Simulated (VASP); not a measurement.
Input of a VASP 6.6.1 run:

Contents of INCAR:

```
SYSTEM = ZrC
PREC = Accurate ; ENCUT = 520
EDIFF = 1E-7 ; ISMEAR = -1
SIGMA = 0.05 ; LREAL = .FALSE.
LASPH = .TRUE. ; NELM = 100
ALGO = Normal ; ISIF = 2
LWAVE = .FALSE. ; LCHARG = .FALSE.
GGA = PS ; NBANDS = 24
```

KPOINTS

```
regular mesh
0
G
  9 9 5
  0 0 0
```

Contents of POSCAR:

```
ZrC
1.0
    3.3914762718      0.0000000000      0.0000000000
   -1.6957381359      2.9371046077      0.0000000000
    0.0000000000      0.0000000000      5.2900530000
Zr C
2 2
Direct
    0.6666666667      0.3333333333      0.7500000000
    0.3333333333      0.6666666667      0.2500000000
    0.0000000000      0.0000000000      0.5000000000
    0.0000000000      0.0000000000      0.0000000000
```

Potentials or basis: VASP PAW PBE potentials, release 64 (Zr_sv, C).

Command:

```console
$ cat potpaw_PBE.64/Zr_sv/POTCAR potpaw_PBE.64/C/POTCAR > POTCAR
$ mpirun -np 1 vasp_std > vasp.out
```

Question: What does it give for the band gap on the k mesh?

Answer: None (metal or under the smearing width).

Question: What does it give for the pressure?

Answer: -7.5 GPa.

Stress tensor (GPa, compression positive):
```
-8.06  0.00  0.00
 0.00 -8.06  0.00
 0.00  0.00 -6.33
```

Caveat: the PAW data sets were made with another functional, which shifts forces and pressure a little.
